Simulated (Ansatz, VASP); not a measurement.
# BN in VASP and in Ansatz

The input INCAR:

```
SYSTEM = BN
PREC = Accurate ; ENCUT = 520
EDIFF = 1E-6 ; ISMEAR = -1
SIGMA = 0.02 ; LREAL = .FALSE.
LASPH = .TRUE. ; NELM = 100
ALGO = Normal ; ISIF = 2
LWAVE = .FALSE. ; LCHARG = .FALSE.
GGA = CA ; NBANDS = 16
```

File KPOINTS:

```
Automatic mesh
0
G
  10 7 10
  0 0 0
```

The input POSCAR:

```
BN
1.0
   -1.7903150549      1.7903150549      0.0000000000
    0.0000000000      0.0000000000      3.5806301097
    1.7903150549      1.7903150549      0.0000000000
B N
2 2
Direct
    0.0000000000      0.0000000000      0.0000000000
    0.5000000000      0.5000000000      0.5000000000
    0.0000000000      0.2500000000      0.5000000000
    0.5000000000      0.7500000000      0.0000000000
```

Input for Ansatz:

```yaml
crystal:
  lattice:
    - [-1.7903150549, 1.7903150549, 0.0]
    - [0.0, 0.0, 3.5806301097]
    - [1.7903150549, 1.7903150549, 0.0]
  atoms:
    - { symbol: B, position: [0.0, 0.0, 0.0] }
    - { symbol: B, position: [0.5, 0.5, 0.5] }
    - { symbol: "N", position: [0.0, 0.25, 0.5] }
    - { symbol: "N", position: [0.5, 0.75, 0.0] }
kpoints:
  mp_grid: { grid: [10, 7, 10] }
scf:
  occupations: { method: fermi_dirac, width: 0.02 }
hamiltonian:
  xc: lda
  pseudopotentials: { kind: all_electron, lapw: { basis_error: 0.001 } }
output:
  forces: true
  stress: true
  eigenvalues: true
```

Alike in both runs: task single point; functional LDA; k mesh 10 × 7 × 10; occupations fermi-dirac, width 0.02 eV; no spin polarisation.

```csv
,VASP,Ansatz
version,VASP 6.6.1,Ansatz 0.2.0
potentials or method,"VASP PAW LDA potentials, release 64 (B, N)","all-electron LAPW, scalar-relativistic"
plane-wave cutoff (eV),520,see its input
```

Ansatz gave:

- gap on the k mesh at the Fermi level (eV): 4.39
- pressure (GPa): 0.1

Q: Which values does VASP return?

A: gap on the k mesh at the Fermi level (eV): 4.38; pressure (GPa): 1.0.

Ansatz ran all-electron here, so the differences hold the error of VASP's frozen core and of both bases.

Caveats: an odd mesh through Γ misses points on the zone boundary, where band edges often lie.
